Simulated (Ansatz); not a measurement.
The crystal of TiSi2 (Cmcm), relaxed at this level, has 14.35 Å³/atom and no gap on the mesh:

Space group Cmcm (No. 63). a = 3.548 Å, b = 13.561 Å, c = 3.579 Å, α = 90.00°, β = 90.00°, γ = 90.00°
```csv
atom,site,symmetry,x,y,z
Ti,4c,m2m,0.5000,0.6032,0.7500
Si,4c,m2m,0.5000,0.9409,0.7500
Si,4c,m2m,0.0000,0.7502,0.7500
```

From a supercell of 24 atoms with 8 Ti sites, Ti atoms were taken out at random (neutral cells). Vacancies this close interact, so the results aren't those of isolated ones. Each cell was relaxed without symmetry on coarser meshes and computed once more; the crystal stands on its own mesh of 10×10×10. The calculation used DFT PBE, scalar-relativistic, plane waves, PAW in Ansatz 0.2.0.

Cutoff 420 eV; k points 6×5×5 on the computed 23-atom cell (Γ-centred); Gaussian smearing, width 0.10 eV; no spin polarisation.

The relaxation ran on 2×2×2 (shifted) k points with a smearing of 0.1 eV, from sites shaken by 0.02 Å.

Problem. What do the vacancies cost, and what do they do to volume and gap?

Solution. One draw a row:

| atoms removed | energy a vacancy, Ti at its standard state (eV) | cell volume / perfect | gap on mesh (eV) | P (GPa) | largest force (eV/Å) |
| --- | --- | --- | --- | --- | --- |
| 1 | 2.95 | 0.986 | 0.00 | -0.1 | 0.25 |
| 1 | 2.95 | 0.986 | 0.00 | -0.1 | 0.25 |
| 2 | 2.95 | 0.963 | 0.00 | 0.0 | 0.18 |

Cost: 6 runs of about 33 core-minutes in all (earlier runs that led there not counted), on Arm Neoverse V1 (shared hosts).